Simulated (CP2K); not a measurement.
CdS:

```xyz
2
Lattice="4.2612 0.0000 0.0000 -2.1306 3.6903 0.0000 0.0000 0.0000 5.8042" Properties=species:S:1:pos:R:3 pbc="T T T"
Cd    0.0000    0.0000    2.5695
S     2.1306    1.2301    2.5208
```

Measurements of this composition are mostly on another form, of space group No. 186.

Base run:

```yaml
Program: CP2K 2026.2
Functional: PBE
Potentials_or_basis: POTENTIAL_UZH Cd GTH-SCAN-q12, S GTH-SCAN-q6; DZVP-MOLOPT-SR-GTH basis
Density_cutoff: 6123 eV
k_mesh: 7 × 7 × 5
Occupations: fermi-dirac, width 0.05 eV
Spin: no spin polarisation
```

Its results: band gap on the k mesh 1.68 eV, indirect (least direct gap 1.71 eV); pressure 1.1 GPa; largest force 0.015 eV/Å.

Task: The run is repeated on the same cell with these changes: potentials or basis from POTENTIAL_UZH Cd GTH-SCAN-q12, S GTH-SCAN-q6; DZVP-MOLOPT-SR-GTH basis to GTH_POTENTIALS Cd GTH-PBE-q12, S GTH-BLYP-q6; DZVP-MOLOPT-SR-GTH basis; potentials from Cd GTH-SCAN-q12 of POTENTIAL_UZH, S GTH-SCAN-q6 of POTENTIAL_UZH to Cd GTH-PBE-q12 of GTH_POTENTIALS, S GTH-BLYP-q6 of GTH_POTENTIALS. What comes out?

Result: Band gap on the k mesh 1.48 eV, indirect (least direct gap 1.51 eV); pressure 0.4 GPa; largest force 0.012 eV/Å.

Caveats: the potentials were made for another functional, which shifts forces and pressure; an odd mesh through Γ misses points on the zone boundary, where band edges often lie; the basis of atomic orbitals isn't converged, which shifts pressures, moduli and gaps.
